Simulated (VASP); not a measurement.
A run of VASP 6.6.1 is set up as follows.

File INCAR:

```
SYSTEM = CdS
PREC = Accurate ; ENCUT = 520
EDIFF = 1E-6 ; ISMEAR = 0
SIGMA = 0.1 ; LREAL = .False.
LASPH = .True. ; NELM = 100
ALGO = Normal ; ISIF = 2
LWAVE = .False. ; LCHARG = .False.
GGA = PS ; NBANDS = 26
```

The input KPOINTS:

```
regular mesh
0
Gamma
  6 6 4
  0 0 0
```

The input POSCAR:

```
CdS
1.0
    2.1555797954     -3.7039373274      0.0000000000
    2.1555797954      3.7039373274      0.0000000000
    0.0000000000      0.0000000000      6.8845497637
Cd S
2 2
Direct
    0.8433097214      0.1566902786      1.0000377370
    0.1566902786      0.8433097214      0.5000377370
    0.1812495178      0.8187504822      0.8749622630
    0.8187504822      0.1812495178      0.3749622630
```

Potentials or basis: VASP PAW PBE potentials, release 64 (Cd, S).

Command:

```bash
$ cat potpaw_PBE.64/Cd/POTCAR potpaw_PBE.64/S/POTCAR > POTCAR
$ mpirun -np 1 vasp_std > vasp.out
```

Question: What does it give for the band gap on the k mesh?

Answer: 0.86 eV, direct.

Question: Predict the largest force.

Answer: 0.218 eV/Å.

Question: Predict the pressure.

Answer: -4.9 GPa.

Forces in eV/Å, atoms in the order of the input:
```
Cd   0.000 -0.058 -0.090
Cd   0.000  0.058 -0.090
S    0.000  0.199  0.090
S    0.000 -0.199  0.090
```

Caveat: the PAW data sets were made with another functional, which shifts forces and pressure a little.
